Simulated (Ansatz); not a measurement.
Runs of Ansatz 0.2.0 on Ti. The structure is hexagonal, space group P6_3/mmc (No. 194). Conventional cell: a = 2.950 Å, b = 2.950 Å, c = 4.680 Å, α = 90.00°, β = 90.00°, γ = 120.00°. Ti (site symmetry -6m2) is surrounded by 12 Ti at 2.89 to 2.95 Å. 

```tsv
task	level	potentials or basis	spin	cell	k mesh	cutoff (eV)	smearing	driver	eos	other keys	gap on the mesh (eV)	pressure (GPa)
density of states	PBEsol+D4	PseudoDojo PBEsol stringent	off	volume scaled by 0.8	10 × 10 × 6	1143	gaussian 0.05 eV	chain	-	-	none	25.3
density of states	r2SCANh	Ansatz PAW	off	as given	7 × 7 × 4	500	fermi-dirac 0.01 eV	chain	-	-	none	(a)
single point	BPBE	JTH PAW	off	volume scaled by 0.92	11 × 11 × 6	1230	cold 0.15 eV	-	-	-	none	8.6
single point	PBEsol+D3(BJ)+ATM	PseudoDojo PBEsol	non-collinear, ferrimagnetic start	as given	10 × 10 × 6	1143	methfessel-paxton 0.15 eV	calculator	-	-	-	-10.1
single point	BPBE	JTH PAW	off	volume scaled by 0.92	11 × 11 × 6	1230	cold 0.15 eV	chain	-	-	none	8.6
```

**Question.** Estimate the missing entries.

**Answer.** (a) -2.8.

Caveats: pairwise dispersion overbinds metals, which lowers pressure and volume (some runs); the PAW data sets were made with another functional, which shifts forces and pressure a little (some runs); the thresholds are loose for stress (some runs); the starting moments weren't kept (some runs); the potentials were made for another functional, which shifts forces and pressure (some runs).

A gap of «none» marks a metal or a gap under the smearing width.

Runs at the PBE level aren't shown here.
